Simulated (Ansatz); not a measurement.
Theory: Ansatz 0.2.0, DFT PBE, scalar-relativistic, plane waves, PAW. Settings: cutoff 420 eV, Γ-centred meshes spaced at most about 0.3 Å⁻¹, and about 0.25 Å⁻¹ or finer for metals (2π included), Gaussian smearing. No spin polarisation.

Energies over the elements count from the elements' standard structures at the same level, with no fitted energy shifts.

Temperature and zero-point effects are left out. Larger cells and other orderings weren't all tried, so the list isn't exhaustive. These runs have no spin–orbit coupling, which can matter for Sb. The zero gap may come from the functional, which often closes small gaps. The reference form of As is held partly by dispersion forces, which this level lacks.

A search for In₃Sb₂As gave 10 distinct relaxed structures. Coordination counts As or Sb atoms around In (for each partner element, those within 1.25 times its shortest distance or 1.15 times the sum of covalent radii, where it is the nearest in units of that sum or under 1.3; a plus sign parts groups by distance over the sum of covalent radii; the shortest distance is added where it exceeds 1.18 times the sum of covalent radii; a slash parts the counts of unlike sites). Cells relaxed within their symmetry can be saddle points.

Question: What is the best candidate for In₃Sb₂As?

Answer: The one with Sb and As ordered on zinc blende sites, space group P3m1 (No. 156), reached from: Sb and As ordered on zinc blende sites. It has a = 4.590 Å, c = 11.242 Å, 34.2 Å³/atom, no gap on the mesh. In on its first site is surrounded by 1 As at 2.68 Å and 3 Sb at 2.84 Å; In on its second site is surrounded by 4 Sb at 2.84–2.86 Å; around Sb on its first site lie 4 In at 2.84–2.86 Å; As has 4 In at 2.68–2.77 Å; 2 more sites not described. Its energy over the elements is −0.15 eV/atom. Whether it is stable depends on the other phases of the system, which aren't compared here. An observed structure of this formula, if there is one, may be missing.

```
In Sb As
1.0
     4.58969    0.00000    0.00000
    -2.29484    3.97478    0.00000
     0.00000    0.00000   11.24182
In Sb As
3 2 1
Cartesian
  0.0000 0.0000 0.1363
  0.0000 2.6499 7.5013
  2.2948 1.3249 3.6101
  0.0000 2.6499 10.3621
  2.2948 1.3249 6.4876
  0.0000 0.0000 2.8176
```

Question: How much higher is the Pmm2 structure with 27.2 Å³/atom and coordination In 2/2+2 (reached from: As/Sb ordered on a cell of InSb)?

Answer: 209 meV/atom. It has no gap on its mesh.

Question: How much higher is the Cmm2 structure with 28.7 Å³/atom and coordination In 3/8 from 3.4 Å (reached from: random cell)?

Answer: 239 meV/atom. It has no gap on its mesh.
